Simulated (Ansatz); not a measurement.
**Ba (Ba (111), 1 layers): a single-point run**

Aim: a sound single-point run of Ba (Ba (111), 1 layers).

Method: DFT, PBE, all-electron LAPW, scalar-relativistic (as first typed), in Ansatz 0.2.0.

## 1. Starting point

It takes space group P6/mmm (No. 191, hexagonal). The conventional cell has a = 7.106 Å, b = 7.106 Å, c = 20.000 Å, α = 90.00°, β = 90.00°, γ = 120.00°.

Structure file:

```
Ba
1.0
     7.10642    0.00000    0.00000
    -3.55321    6.15434    0.00000
     0.00000    0.00000   20.00000
Ba
1
Direct
  0.00000 0.00000 0.50000
```

## 2. Input and run

Contents of input.yaml:

```yaml
crystal:
  lattice:
    - [7.1064158584, 0.0, 0.0]
    - [-3.5532079292, 6.1543366632, 0.0]
    - [0.0, 0.0, 20.0]
  atoms:
    - { symbol: Ba, position: [0.0, 0.0, 0.5] }
kpoints:
  mp_grid: { grid: [6, 6, 1] }
scf:
  occupations: { method: methfessel_paxton, width: 5.0 }
  max_iter: 75
hamiltonian:
  xc: pbe
  pseudopotentials: { kind: all_electron, lapw: { basis_error: 0.001 } }
output:
  forces: true
  stress: true
  eigenvalues: true
  populations: true
efield:
  axis: 3
  amplitude: 0
  dipole_correction: true
```

Launch:

```
ansatz run input.yaml --threads 1 --pin off --max-ram 3584MiB --backend cpu --events-out ev --progress --plain --runs-dir out
```

**Question.** How will this run end, and is anything wrong with its input?

This run ends as converged, with warnings (vacuum below fermi, vacuum density over bound). Its log warns: «efield: at this solve's end the planar-averaged density reaches 1.92e-3 e/Å³ inside the ramp window [0.9000, 0.1000] (bound 1e-5 e/Å³) ...»

The suspect setting: scf.occupations.method is methfessel_paxton; scf.occupations.width is 5.0. A smearing this wide moves electrons out of filled levels into empty ones.

To check: set scf.occupations.method to fermi_dirac and scf.occupations.width to 0.1.
